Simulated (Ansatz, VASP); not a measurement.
BN: VASP beside Ansatz

```
B N
1.0
     0.00000    1.75631    1.93194
     1.75631    0.00000    1.93194
     1.75631    1.75631    0.00000
B N
1 1
Direct
  0.00000 0.00000 0.00000
  0.75000 0.75000 0.75000
```

Alike in both runs: task single point; functional PBEsol; k mesh 12 × 12 × 12; occupations gaussian, width 0.05 eV; no spin polarisation.

|  | VASP | Ansatz |
| --- | --- | --- |
| version | VASP 6.6.1 | Ansatz 0.2.0 |
| potentials or method | VASP PAW PBE potentials, release 64 (B, N) | scalar-relativistic, plane waves, PAW |
| plane-wave cutoff (eV) | 520 | 420 |
| valence electrons in the cell | 8 | 8 |

```csv
,VASP,Ansatz,Ansatz less VASP
gap on the k mesh at the Fermi level (eV),3.41,3.42,+0.011
least direct gap on the mesh (eV),8.11,8.11,+0.002
pressure (GPa),-5.8,-6.3,-0.54
largest component of the traceless stress (GPa),43.34,43.34,-0.003
```

Caveats: the PAW data sets were made with another functional, which shifts forces and pressure a little (VASP). A k mesh can miss the band edges.
